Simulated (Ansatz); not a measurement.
NaCl in the zincblende structure, relaxed with r2SCAN in the PAW code Ansatz. The symmetry is F-43m (No. 216, cubic); a = 6.175 Å in the conventional setting, 29.43 Å³ an atom. Na has 4 Cl at 2.67 Å; Cl has 4 Na at 2.67 Å.

The axes x, y and z are those of this cell:
```xyz
2
Lattice="0.0000 3.0873 3.0873 3.0873 0.0000 3.0873 3.0873 3.0873 0.0000" Properties=species:S:1:pos:R:3 pbc="T T T"
Na    0.0000    0.0000    0.0000
Cl    1.5436    1.5436    1.5436
```

Unstrained: With PBE the gap is 4.942 eV and direct, at Γ. With r2SCAN the gap is 5.552 eV and direct, at Γ. HSE06 gives a direct gap of 6.246 eV at Γ. Meshes: PBE 8×8×8, r2SCAN 8×8×8, HSE06 6×6×6. Strains are changes of length per length. After each strain the atoms were relaxed again with r2SCAN within the symmetry that the strain leaves, so tilts or polar shifts that break it weren't tested; points keep the names that they have in the unstrained zone. No spin polarisation and no zero-point or thermal motion; the cell was built from a prototype and may be hypothetical.

**Question.** One strain changed the r2SCAN stress by xx +2.52, yy +2.52, zz +2.52 GPa (compression positive) and the gap by +0.266 eV (PBE), +0.263 eV (r2SCAN), +0.286 eV (HSE06). Which kind of strain was it, and roughly how large?

**Answer.** Isotropic -3.46 % on every length. The pattern of the stress gives the kind; the size needs the stiffness, so it is an estimate.

**Question.** Estimate what uniaxial +2.83 % along z, other directions held does to the gap.

**Answer.** PBE: the gap goes from 4.942 to 4.863 eV (-0.079 eV); with r2SCAN the top three valence levels at Γ, degenerate before, become 2+1 from the top over 29 meV. r2SCAN: the gap goes from 5.552 to 5.475 eV (-0.077 eV). The r2SCAN energy rises by 1.4 meV an atom.

The meshes of the hybrids are coarse, so their gaps aren't converged to the digits shown.

The splittings at Γ are without spin-orbit coupling, which regroups them where it is of like size or larger.
